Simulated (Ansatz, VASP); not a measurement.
# One calculation of HfN, two programs

```
Hf N
1.0
     0.00000    2.27436    2.27436
     2.27436    0.00000    2.27436
     2.27436    2.27436    0.00000
Hf N
1 1
Direct
  0.00000 0.00000 0.00000
  0.50000 0.50000 0.50000
```

Alike in both runs: functional PBE; k mesh 16 × 16 × 16; occupations fermi-dirac, width 0.15 eV; no spin polarisation.

Ansatz relaxed the structure, and its values are those at the end. VASP's run is a single point on that final structure, the one shown.

|  | VASP | Ansatz |
| --- | --- | --- |
| version | VASP 6.6.1 | Ansatz 0.2.0 |
| potentials or method | VASP PAW PBE potentials, release 64 (Hf_pv, N) | scalar-relativistic, plane waves, PAW |
| plane-wave cutoff (eV) | 520 | 420 |
| valence electrons in the cell | 15 | 31 |

```tsv
	VASP	Ansatz	Ansatz less VASP
gap on the k mesh at the Fermi level (eV)	none	none	-
pressure (GPa)	-2.3	0.0	+2.34
```

A gap of «none» marks a metal or a gap that the smearing closes. The functional is the same, so the differences come from potentials, cutoffs and numerics. The two sets of potentials don't hold the same shells in valence.

Spin-orbit coupling is left out, which matters for the levels of Hf.
